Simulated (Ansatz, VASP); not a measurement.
## Two plane-wave programs on Ga3AsP2

INCAR

```
SYSTEM = Ga3AsP2
  PREC = Accurate
  ENCUT = 520
  EDIFF = 1E-6
  ISMEAR = 0
  SIGMA = 0.1
  LREAL = .False.
  LASPH = .True.
  NELM = 100
  ALGO = Normal
  ISIF = 2
  LWAVE = .False.
  LCHARG = .True.
  GGA = PE
  LELF = .True.
  LVHAR = .True.
  NBANDS = 36
```

The input KPOINTS:

```
regular mesh
0
Gamma
  6 6 2
  0 0 0
```

The input POSCAR:

```
Ga3AsP2
1.0
    3.8343305000      0.0000000000      0.0000000000
   -1.9171652500      3.3206276200      0.0000000000
    0.0000000000      0.0000000000      9.3921532300
Ga P As
3 2 1
Direct
    0.0000000000      0.0000000000      0.0000000000
    0.3333333300      0.6666666700      0.6666666700
    0.6666666700      0.3333333300      0.3333333300
    0.6666666700      0.3333333300      0.5833333300
    0.0000000000      0.0000000000      0.2500000000
    0.3333333300      0.6666666700      0.9166666700
```

Input for Ansatz:

```yaml
crystal:
  lattice:
    - [3.8343305, 0.0, 0.0]
    - [-1.91716525, 3.32062762, 0.0]
    - [0.0, 0.0, 9.39215323]
  atoms:
    - { symbol: Ga, position: [0.0, 0.0, 0.0] }
    - { symbol: Ga, position: [0.33333333, 0.66666667, 0.66666667] }
    - { symbol: Ga, position: [0.66666667, 0.33333333, 0.33333333] }
    - { symbol: P, position: [0.66666667, 0.33333333, 0.58333333] }
    - { symbol: P, position: [0.0, 0.0, 0.25] }
    - { symbol: As, position: [0.33333333, 0.66666667, 0.91666667] }
basis:
  ecutwfc: 420
kpoints:
  mp_grid: { grid: [6, 6, 2] }
hamiltonian:
  xc: pbe
scf:
  occupations: { method: gaussian, width: 0.1 }
  lower_state_search: "off"
output:
  forces: true
  stress: true
  eigenvalues: true
```

Alike in both runs: task single point; functional PBE; k mesh 6 × 6 × 2; occupations gaussian, width 0.1 eV; no spin polarisation.

```csv
,VASP,Ansatz
version,VASP 6.6.1,Ansatz 0.2.0
potentials or method,"VASP PAW PBE potentials, release 64 (Ga_d, P, As)","scalar-relativistic, plane waves, PAW"
plane-wave cutoff (eV),520,420
valence electrons in the cell,54,64
```

Ansatz gave:

| Property | Result |
| --- | --- |
| gap on the k mesh at the Fermi level (eV) | 1.46 |
| least direct gap on the mesh (eV) | 1.77 |
| pressure (GPa) | 7.9 |
| largest component of the traceless stress (GPa) | 0.21 |
| rms of the force components (eV/Å) | 0.262 |

Problem. What did VASP give for the same quantities?

Solution. gap on the k mesh at the Fermi level (eV): 1.46; least direct gap on the mesh (eV): 1.78; pressure (GPa): 7.9; largest component of the traceless stress (GPa): 0.22; rms of the force components (eV/Å): 0.270.

Atom by atom the forces differ by 0.008 eV/Å (rms over components). The two sets of potentials don't hold the same shells in valence.

A k mesh can miss the band edges. As with any semilocal functional, this PBE gap is likely too small.
